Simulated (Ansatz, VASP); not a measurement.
# GaP in two plane-wave programs

Aim: how closely do two programs agree when they are given the same cell, functional and k mesh? The cell is taken from a series of VASP runs on this material, whose earlier steps may have relaxed, scaled or displaced it; both programs get it as it stands.

Method: plane waves, with VASP 6.6.1 beside it; relaxation of cell and atoms at LDA, in Ansatz 0.2.0.

## (1) The starting structure

Symmetry: F-43m, No. 216, cubic system. The conventional cell has a = 5.392 Å, b = 5.392 Å, c = 5.392 Å, α = 90.00°, β = 90.00°, γ = 90.00°. Nearest to Ga lie 4 P at 2.33 Å. Nearest to P lie 4 Ga at 2.33 Å. Farther neighbours are not listed.

As a file:

```cif
data_structure
_symmetry_space_group_name_H-M 'F-43m'
_symmetry_Int_Tables_number 216
_cell_length_a 5.3923
_cell_length_b 5.3923
_cell_length_c 5.3923
_cell_angle_alpha 90.000
_cell_angle_beta 90.000
_cell_angle_gamma 90.000
_cell_volume 156.79
loop_
_atom_site_label
_atom_site_type_symbol
_atom_site_symmetry_multiplicity
_atom_site_Wyckoff_symbol
_atom_site_fract_x
_atom_site_fract_y
_atom_site_fract_z
_atom_site_occupancy
Ga1 Ga 4 a 0.00000 0.00000 0.00000 1
P1 P 4 d 0.25000 0.25000 0.75000 1
```

## (2) Ansatz: relaxation of cell and atoms, LDA

Ansatz runs on its default PAW (the set named soft_2) files.

The relaxed volume is the usual yardstick between codes: its relative difference is about their pressure difference at one cell divided by the bulk modulus.

input.yaml

```yaml
crystal:
  lattice:
    - [0.0, 2.6961434028, 2.6961434028]
    - [2.6961434028, 0.0, 2.6961434028]
    - [2.6961434028, 2.6961434028, 0.0]
  atoms:
    - { symbol: Ga, position: [0.0, 0.0, 0.0] }
    - { symbol: P, position: [0.25, 0.25, 0.25] }
hamiltonian:
  xc: lda
  pseudopotentials: { kind: paw }
kpoints:
  mp_grid: { grid: [10, 10, 10] }
scf:
  occupations: { method: gaussian, width: 0.02 }
relax:
  f_tol: 0.01
  max_steps: 60
  cell: { stress_tol: 0.05 }
output:
  forces: true
  stress: true
```

Run with:

```
ansatz run input.yaml --threads 4 --pin off --max-ram 9216MiB --backend cpu --events-out ev --progress --plain --runs-dir out
```

Numbers of over 12 decimals in the logs are rounded to 6 here.

Log:

```text
Engine: ansatz 0.2.0, aarch64-unknown-linux-gnu
Pseudopotentials: kind: paw
Pseudopotential: Ga, paw, valence charge 13, recommended cutoff 420 eV (normal), Ga.paw.azcp
Pseudopotential: P, paw, valence charge 5, recommended cutoff 420 eV (normal), P.paw.azcp
Functional definition: SPW92
  exchange = slater_x
  correlation = pw_c
Crystal: 2 atoms, lattice volume = 39.198 Å³
Basis set: ecut = 420 eV, 749 PW (Γ)
Bands: 13, of which v1, the nominal top of the filled ones, is band 9 counted from 1 (8 counted from 0)
Symmetry: 24 space group operations
Space group: F-43m (ITA 216), of the structure as read, at distance tolerance 3.4e-5 Å
k-points: 47 of 1000 (time reversal used)
Non-local potential: Ga, projectors of the file, l = 0: 2, l = 1: 2, l = 2: 3, l = 3: 1
Non-local potential: P, projectors of the file, l = 0: 2, l = 1: 2, l = 2: 2
PAW form: soft (Blöchl's): semilocal exchange-correlation on the pseudo side does not see the compensation charge
PAW frozen core: Ga, regenerated for the run's functional, and the local potential with it (the file was generated under x = pbe(κ = 0.804, μ = 0.219515), c = pbe(β = 0.066725))
PAW frozen core: P, regenerated for the run's functional, and the local potential with it (the file was generated under x = pbe(κ = 0.804, μ = 0.219515), c = pbe(β = 0.066725))
PAW one-centre angular grid: Ga, 590 points (default); XC on 64 Gauss nodes
PAW one-centre angular grid: P, 110 points (default); XC on 64 Gauss nodes
Initial density: superposition of atomic densities (neutral atoms: chi_scale 0, normalization atom), corrected by the library's trained network
Initial wavefunctions: pseudopotential atomic-orbital guess
Functional: x = slater, c = lda
SCF iter   1: F=—  HF=-4433.774011 eV  |F-HF|=—  |Δ(HF+E_count)|=         —  Δρ=6.47e-3  dr2=1.61e-2  ethr=1.77e-3  ⟨swp⟩=6.4  Hψ=4172  notcnv=0
preconditioner: auto → none  [insulator: Δε(μ)=1.345 eV  Ē_g=15.642 eV  σ=0.020 eV  W_gap=1.00  n_scr=14 (ndim 8)  ℏωp=25.2 eV  f_vac=0.009  D(μ)=0.00/eV (n_scr^D=0)  ε∞_Penn≈3.6]
SCF iter   2: F=—  HF=-4433.768393 eV  |F-HF|=—  |Δ(HF+E_count)|=   5.62e-3  Δρ=3.06e-3  dr2=1.56e-3  ethr=8.96e-5  ⟨swp⟩=3.1  Hψ=1357  notcnv=0
SCF iter   3: F=—  HF=-4433.768006 eV  |F-HF|=—  |Δ(HF+E_count)|=   3.87e-4  Δρ=9.69e-4  dr2=2.69e-4  ethr=8.64e-6  ⟨swp⟩=2.0  Hψ=1219  notcnv=0
SCF iter   4: F=—  HF=-4433.767909 eV  |F-HF|=—  |Δ(HF+E_count)|=   9.72e-5  Δρ=3.76e-4  dr2=2.42e-5  ethr=1.49e-6  ⟨swp⟩=2.0  Hψ=1137  notcnv=0
SCF iter   5: F=—  HF=-4433.767901 eV  |F-HF|=—  |Δ(HF+E_count)|=   7.82e-6  Δρ=2.01e-5  dr2=9.75e-8  ethr=1.35e-7  ⟨swp⟩=3.0  Hψ=1116  notcnv=0
SCF iter   6: F=-4433.767901 eV  HF=-4433.767901 eV  |F-HF|=4.14e-9  |Δ(HF+E_count)|=   8.60e-9  Δρ=4.00e-6  dr2=4.28e-9  ethr=5.42e-10  ⟨swp⟩=3.0  Hψ=2332  notcnv=0
SCF 1 converged in 6 iterations: F = -4433.767901 eV  dr2 = 4.28e-9
  greatest PAW one-centre occupation: 0.994 electrons in one spin orbital (limit 2), on the Ga atom at site 0 (counted from 0), in its partial waves of l = 2
relax step   1: F+E_penalty+E_count = -4433.76790126 eV  Δ(F+E_penalty+E_count) = +0.000e0 eV  max|allowed force component| = 2.128e-16 eV/Å  Δτ_max = 0.0000 Å  P = -0.053 GPa  Ω = 39.198 Å³  (6 SCF iters, dr2 threshold 1.00e-7 eV, accepted)
[...]
relax step   2: F+E_penalty+E_count = -4433.76790939 eV  Δ(F+E_penalty+E_count) = -8.129e-6 eV  max|allowed force component| = 6.014e-17 eV/Å  Δτ_max = 0.0000 Å  P = -0.017 GPa  Ω = 39.182 Å³  energy of the carried Pulay correction = +4.723e-6 eV  (3 SCF iters, dr2 threshold 6.98e-9 eV, accepted)
[...]
relax step   3: F+E_penalty+E_count = -4433.76790939 eV  Δ(F+E_penalty+E_count) = -1.756e-9 eV  max|allowed force component| = 6.014e-17 eV/Å  Δτ_max = 0.0000 Å  P = -0.017 GPa  Ω = 39.182 Å³  stress off target by 1.68e-2 GPa  SCF on the basis re-selected at this cell (its energy is not comparable with the rows above)  (4 SCF iters)
basis re-selected at this cell: Δ(F+E_penalty+E_count) = -1.756e-9 eV, ΔP = -0.000 GPa vs the last step (what re-selecting the basis moved, of the pressure what is left beyond the Pulay correction that the steps carried, after the strain that the cell walked since its last selection, with what the two solves' SCF thresholds leave and, on support functions, any second-order correction that the steps lacked; it is no m [...]
SCF converged after 4 iterations
Free energy (F): -4433.767909 eV
Harris-Foulkes:  -4433.767909 eV  (|F-HF|=1.00e-11)
Internal energy: -4433.767909 eV  (E = F + TS)
E sigma→0 (E₀):  -4433.767909 eV
Fermi energy:    7.958061 eV
--- Per-component energies (eV) ---
  E_band       = -58.397061
  E_kinetic    = 187.677124
  E_local      = -2183.963055  (includes V_loc(G=0)·N_el)
  E_nonlocal   = 462.035333
  E_hartree    = 1009.051469
  E_xc         = -130.658577
  E_vxc        = -120.344778  (∫ρ·V_xc dr)
  E_paw        = -2452.762577  (= ΣΔE_a)
  E_vpaw       = -421.904649  (= ΣTr[D̂ρ^β])
  E_aug_tail   = -0.000127  (compensation charges beyond the density's cutoff)
  E_ewald      = -1326.993331
  E_core_change = 1.845831  (= ΣΔE_core)
  E_smearing   = -0.000000  (= −TS)
  E_closure    = 0.000000  (closes the sum)
  Σ components = -4433.767909   (vs F -4433.767909, Δ=0.00e0)
--- Forces (eV/Å), atoms counted from 1 ---
  atom   1  Ga     0.00000000     0.00000000    -0.00000000
  atom   2  P     -0.00000000    -0.00000000     0.00000000
  max |Σ_I F_I| component: 6.48e-17 eV/Å
--- Stress (GPa, compression-positive) ---
       -0.016781      -0.000000      -0.000000
       -0.000000      -0.016781       0.000000
       -0.000000       0.000000      -0.016781
  P = ⅓ Tr σ = -0.0168 GPa (-0.168 kbar)
--- Relaxed structure (2 steps of the walk, 2 accepted, 1 SCFs on fresh bases) ---
  F+E_penalty+E_count = -4433.76790939 eV   max|allowed force component| = 6.014e-17 eV/Å   (the final SCF, on the basis selected at the relaxed cell)
  cell:  # Å, volume = 39.1818 Å³
    - [0, 2.695783, 2.695783]
    - [2.695783, 0, 2.695783]
    - [2.695783, 2.695783, 0]
  atoms:
    - { symbol: Ga, position: [0, 0, 0] }
    - { symbol: P, position: [0.25, 0.25, 0.25] }
```

The job ended after 1.9 s (4 threads of Arm Neoverse V1, shared host; peak memory 0.33 GiB; 6.8 s of CPU time).

## (3) VASP: relaxation of cell and atoms, LDA

The same cell, functional (in two slightly different forms), mesh and smearing now go to VASP, with its own data sets and cutoff.

Lines of VASP's logs that name or quote its potential files are left out, and so is its time.

INCAR

```
SYSTEM = GaP
PREC = Accurate
ENCUT = 450
EDIFF = 1E-07
NELM = 120
ISMEAR = 0
SIGMA = 0.02
LREAL = .FALSE.
ALGO = Normal
GGA = CA
NBANDS = 15
LASPH = .TRUE.
LORBIT = 11
LWAVE = .FALSE.
LCHARG = .FALSE.
KPAR = 8
IBRION = 2
NSW = 40
ISIF = 3
EDIFFG = -0.005
POTIM = 0.4
```

POSCAR

```
GaP
1.0
    0.0000000000      2.6961434028      2.6961434028
    2.6961434028      0.0000000000      2.6961434028
    2.6961434028      2.6961434028      0.0000000000
Ga P
1 1
Direct
    0.0000000000      0.0000000000      0.0000000000
    0.2500000000      0.2500000000      0.2500000000
```

KPOINTS

```
Automatic mesh
0
Gamma
10 10 10
0 0 0
```

The projector-augmented-wave data sets are Ga_d and P (LDA family, release 64).

Run with:

```
mpirun -np 8 vasp_std
```

Log:

```text
[banner, memory and clock lines left out]
running    8 mpi-ranks, on    1 nodes
 distrk:  each k-point on    1 cores,    8 groups
 distr:  one band on    1 cores,    1 groups

 POSCAR found type information on POSCAR GaP
 POSCAR found :  2 types and       2 ions
|                                                                             |
|           W    W    AA    RRRRR   N    N  II  N    N   GGGG   !!!           |
|           W    W   A  A   R    R  NN   N  II  NN   N  G    G  !!!           |
|           W    W  A    A  R    R  N N  N  II  N N  N  G       !!!           |
|           W WW W  AAAAAA  RRRRR   N  N N  II  N  N N  G  GGG   !            |
|           WW  WW  A    A  R   R   N   NN  II  N   NN  G    G                |
|           W    W  A    A  R    R  N    N  II  N    N   GGGG   !!!           |
|                                                                             |
|     For optimal performance we recommend to set                             |
|       NCORE = 2 up to number-of-cores-per-socket                            |
|     NCORE specifies how many cores store one orbital (NPAR=cpu/NCORE).      |
|     This setting can greatly improve the performance of VASP for DFT.       |
|     The default, NCORE=1 might be grossly inefficient on modern             |
|     multi-core architectures or massively parallel machines. Do your        |
|     Unfortunately you need to use the default for GW and RPA                |
|     calculations (for HF NCORE is supported but not extensively tested      |
|     yet).                                                                   |
|                                                                             |

 LDA part: xc-table for (Slater(with rela. corr.)+CA(PZ))
 , standard interpolation
 POSCAR, INCAR and KPOINTS ok, starting setup
 FFT: planning ... GRIDC
 FFT: planning ... GRID_SOFT
 FFT: planning ... GRID
 WAVECAR not read
 entering main loop
       N       E                     dE             d eps       ncg     rms          rms(c)
DAV:   1     0.786215806691E+02    0.78622E+02   -0.84974E+03  1418   0.160E+03
DAV:   2    -0.460074842189E+01   -0.83222E+02   -0.79840E+02  1592   0.311E+02
DAV:   3    -0.106835581129E+02   -0.60828E+01   -0.60583E+01  1809   0.682E+01
DAV:   4    -0.107835864637E+02   -0.10003E+00   -0.10000E+00  1678   0.948E+00
DAV:   5    -0.107857671681E+02   -0.21807E-02   -0.21805E-02  1881   0.124E+00    0.449E+00
DAV:   6    -0.105077730027E+02    0.27799E+00   -0.38665E-01  2170   0.113E+01    0.290E+00
DAV:   7    -0.104573065657E+02    0.50466E-01   -0.93458E-02  1823   0.224E+00    0.107E+00
DAV:   8    -0.104526810446E+02    0.46255E-02   -0.12302E-02  1803   0.129E+00    0.210E-01
DAV:   9    -0.104526431470E+02    0.37898E-04   -0.10431E-03  2072   0.422E-01    0.631E-02
DAV:  10    -0.104526405056E+02    0.26414E-05   -0.52881E-05  2168   0.897E-02    0.248E-02
DAV:  11    -0.104526466005E+02   -0.60948E-05   -0.89448E-06  1772   0.444E-02    0.752E-03
DAV:  12    -0.104526463944E+02    0.20609E-06   -0.51934E-07  1747   0.794E-03    0.506E-03
DAV:  13    -0.104526463696E+02    0.24780E-07   -0.21150E-07  1633   0.470E-03
   1 F= -.10452646E+02 E0= -.10452646E+02  d E =-.104526E+02
 curvature:   0.00 expect dE= 0.000E+00 dE for cont linesearch  0.000E+00
 trial: gam= 0.00000 g(F)=  0.509E-47 g(S)=  0.108E-06 ort = 0.000E+00 (trialstep = 0.100E+01)
 search vector abs. value=  0.108E-06
 reached required accuracy - stopping structural energy minimisation
```

Parts of OUTCAR (step 3):

```text
ion  position               nearest neighbor table
   1  0.000  0.000  0.000-   2 2.33   2 2.33   2 2.33   2 2.33
   2  0.250  0.250  0.250-   1 2.33   1 2.33   1 2.33   1 2.33

  LATTYP: Found a face centered cubic cell.
 ALAT       =     5.3922868056

 Subroutine GETGRP returns: Found 24 space group operations
 (whereof 24 operations were pure point group operations)

The static configuration has the point symmetry T_d .

 Found     47 irreducible k-points:

   k-points           NKPTS =     47   k-points in BZ     NKDIM =     47   number of bands    NBANDS=     15

   dimension x,y,z NGX =    28 NGY =   28 NGZ =   28
   dimension x,y,z NGXF=    56 NGYF=   56 NGZF=   56

   ENCUT  =  450.0 eV  33.07 Ry    5.75 a.u.   6.60  6.60  6.60*2*pi/ulx,y,z

   NELECT =      18.0000    total number of electrons

 k-points in reciprocal lattice and weights: Automatic mesh
   0.00000000  0.00000000  0.00000000       0.001
   0.10000000  0.00000000  0.00000000       0.008
   0.20000000  0.00000000  0.00000000       0.008
   0.30000000  0.00000000  0.00000000       0.008
   0.40000000  0.00000000  0.00000000       0.008
   0.50000000  0.00000000  0.00000000       0.004
   0.10000000  0.10000000  0.00000000       0.006
   0.20000000  0.10000000  0.00000000       0.024
   0.30000000  0.10000000  0.00000000       0.024
[...]
-0.30000000  0.40000000  0.20000000       0.024
  -0.30000000  0.50000000  0.20000000       0.012

 average (electrostatic) potential at core
       1 -66.2669       2 -84.3155

 E-fermi :   4.9467

 k-point     1 :       0.0000    0.0000    0.0000
  band No.  band energies     occupation
    ...
      5      -9.8142      2.00000
      6      -7.9145      2.00000
      7       4.8415      2.00000
      8       4.8415      2.00000
      9       4.8415      2.00000
     10       6.7470      0.00000
     11       8.6259      0.00000
     12       8.6259      0.00000
     13       8.6259      0.00000
     14      13.4808      0.00000
    ...

 k-point     2 :       0.1000    0.0000    0.0000
  band No.  band energies     occupation
    ...
      5      -9.8143      2.00000
      6      -7.7789      2.00000
      7       3.6236      2.00000
      8       4.6757      2.00000
      9       4.6757      2.00000
     10       7.2841      0.00000
     11       8.8758      0.00000
     12       8.8758      0.00000
     13       8.9869      0.00000
     14      14.1652      0.00000
    ...

 k-point     3 :       0.2000    0.0000    0.0000
  band No.  band energies     occupation
    ...
      5      -9.8138      2.00000
      6      -7.3851      2.00000
      7       1.7544      2.00000
      8       4.3207      2.00000
      9       4.3207      2.00000
     10       7.1397      0.00000
     11       9.3526      0.00000
     12       9.3526      0.00000
     13      10.3834      0.00000
     14      13.7184      0.00000
    ...

  Total       -0.0013629     -0.0013629     -0.0013629      0.0000000      0.0000000      0.0000000
  in kB       -0.0557088     -0.0557088     -0.0557088      0.0000000      0.0000000      0.0000000
  external PRESSURE =      -0.0557088 kB  Pullay stress =       0.0000000 kB

  energy-cutoff  :      450.00
  volume of cell :       39.20
      direct lattice vectors                 reciprocal lattice vectors
     0.000000000  2.696143403  2.696143403    -0.185450076  0.185450076  0.185450076
     2.696143403  0.000000000  2.696143403     0.185450076 -0.185450076  0.185450076
     2.696143403  2.696143403  0.000000000     0.185450076  0.185450076 -0.185450076

 POSITION                                       TOTAL-FORCE (eV/Angst)
 -----------------------------------------------------------------------------------
      0.00000      0.00000      0.00000        -0.000000      0.000000      0.000000
      1.34807      1.34807      1.34807         0.000000     -0.000000     -0.000000
 -----------------------------------------------------------------------------------
    total drift:                                0.000000      0.000000      0.000000

  FREE ENERGIE OF THE ION-ELECTRON SYSTEM (eV)
  ---------------------------------------------------
  free  energy   TOTEN  =       -10.4526463696 eV

  energy  without entropy=      -10.4526463696  energy(sigma->0) =      -10.45264637

 reached required accuracy - stopping structural energy minimisation

 total charge
# of ion       s       p       d       tot
------------------------------------------
    1        0.878   0.895  10.018  11.790
    2        1.023   1.533   0.000   2.556
--------------------------------------------------
tot          1.901   2.428  10.018  14.347

[... 3 further parts left out ...]
```

## (4) Differences

Known differences besides the potentials themselves: the two LDA forms differ slightly; both relaxations stop at a tolerance, which leaves soft axes loose, and VASP keeps its plane-wave basis; the cutoff is 420 eV in Ansatz and 450 eV in VASP; VASP's log shows a relativistic correction to its local exchange, Ansatz's none; Ansatz adds a Pulay correction to the stress that steers its cell, VASP none. Total energies have different zeros and are not compared.

Both answers:

| quantity | Ansatz | VASP | difference |
| --- | --- | --- | --- |
| volume (Å³) | 39.18 | 39.20 | -0.04 % |
| edge a after relaxation, in the typed setting (Å) | 3.812 | 3.813 | -0.01 % |

The walks stopped with -0.02 GPa left in Ansatz and -0.01 GPa in VASP; each walk ends within a tolerance, so the volume difference is uncertain by about these residues over the bulk modulus, most in soft cells.

## (5) Outcome

```
difference in volume (relaxation of cell and atoms, LDA) : -0.040 %
```

What this shows: The difference in volume is -0.040 % (relaxation of cell and atoms, LDA), within the 1.2 % picked in this series as the mark of a large difference, as far as the stopping tolerances let one tell. How closely two codes agree says nothing of how well the functional describes the real material.

[Lines on the potential files, build, host, timing and source positions are cut from VASP's logs without a mark.]

[Logs are printed without paths, hosts, clocks, repeated set-up lines and the standing remarks that a program may print on its own settings, such as how far it seeks lower states.]

[Hosts, paths, dates, database ids (printed as entryN), source tags and the programs' standing remarks are cut or masked in the printed files.]
